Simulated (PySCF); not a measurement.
Molecule: Ethoxy ethane, C4H10O.

Mapped SMILES: `[CH3:1][CH2:2][O:3][CH2:4][CH3:5]` (H(Xn): hydrogen on atom n).

Geometry PBE0-D3(BJ)/def2-SVP throughout; GIAO in PySCF 2.14.0 with density-fitted response routines, gas phase, one conformer, non-relativistic; equivalent atoms averaged; functional PBE0.

Q: How do the absolute shieldings σ depend on the basis set? (ppm; last column core-seconds on shared hosts with different chips, so compare them loosely)

A: 
```csv
basis set,functions,C2/C4,C1/C5,O3,H(C2)/H(C4),H(C1)/H(C5),core-s
STO-3G,35,179.1,216.3,367.6,31.11,31.62,3.6
6-31G,65,134.9,182.2,284.9,29.21,31.19,6.5
pcSseg-0,65,123.3,173.9,298.7,29.57,31.37,4.2
6-31G*,90,130.0,177.5,292.0,28.60,30.78,8.7
def2-SVP,120,128.9,177.7,293.0,28.24,30.27,11
cc-pVDZ,120,130.3,179.3,287.4,28.08,30.19,8.7
pcSseg-1,135,116.1,166.9,276.6,28.03,30.05,16
"6-311+G(2d,p)",195,119.1,169.9,271.7,28.15,30.35,23
aug-cc-pVDZ,205,129.4,178.4,280.8,27.99,30.15,19
def2-TZVP,215,117.6,169.5,273.8,28.14,30.33,28
IGLO-III,275,113.7,166.3,270.2,28.02,30.20,28
cc-pVTZ,290,119.1,170.3,274.8,27.97,30.14,31
pcSseg-2,320,113.3,166.2,270.6,27.91,30.06,41
```

Q: Which nucleus moves most, in ppm?

A: O3 (ether oxygen): from 270.2 ppm with IGLO-III to 367.6 ppm with STO-3G. The smallest spread is 1.58 ppm, at H(C1)/H(C5). Proton shifts span only some 12 ppm, so a few tenths of a ppm matter as much there as several ppm in carbon.

Q: Taking the largest basis, pcSseg-2 (320 functions), as the yardstick, rank the others by their worst heavy-atom deviation.

A: IGLO-III 0.5 ppm (275 functions), def2-TZVP 4.3 ppm (215 functions), 6-311+G(2d,p) 5.9 ppm (195 functions), cc-pVTZ 5.9 ppm (290 functions), pcSseg-1 6.0 ppm (135 functions), aug-cc-pVDZ 16.1 ppm (205 functions), cc-pVDZ 17.0 ppm (120 functions), 6-31G* 21.4 ppm (90 functions), 6-31G 21.6 ppm (65 functions), def2-SVP 22.4 ppm (120 functions), pcSseg-0 28.1 ppm (65 functions), STO-3G 97.0 ppm (35 functions).

A small basis that lands close on one nucleus may do so by chance; judge by the trend and by all nuclei.
